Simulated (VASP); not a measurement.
A run of VASP 6.6.1 is set up as follows.

File INCAR:

```
  PREC = Accurate
  ENCUT = 520
  EDIFF = 1E-7
  ISMEAR = 0
  SIGMA = 0.05
  LREAL = F
  LASPH = T
  NELM = 80
  ALGO = Normal
  ISIF = 2
  LWAVE = F
  LCHARG = F
  NBANDS = 17
```

KPOINTS

```
regular mesh
0
Gamma
  8 8 8
```

POSCAR

```
SnSe
1.0
    0.0000000000      3.0100000000      3.0100000000
    3.0100000000      0.0000000000      3.0100000000
    3.0100000000      3.0100000000      0.0000000000
Sn Se
1 1
Direct
    0.0000000000      0.0000000000      0.0000000000
    0.5000000000      0.5000000000      0.5000000000
```

Potentials or basis: VASP PAW LDA potentials, release 64 (Sn_d, Se).

Run with:

```bash
$ cat potpaw_LDA.64/Sn_d/POTCAR potpaw_LDA.64/Se/POTCAR > POTCAR
$ mpirun -np 1 vasp_std > vasp.out
```

Problem. What does it give for the pressure?

Solution. -3.3 GPa.

Problem. What does it give for the band gap on the k mesh?

Solution. 0.63 eV, direct.

Caveat: spin-orbit coupling is left out, which moves the levels of the heavy elements. A k mesh can miss the band edges.
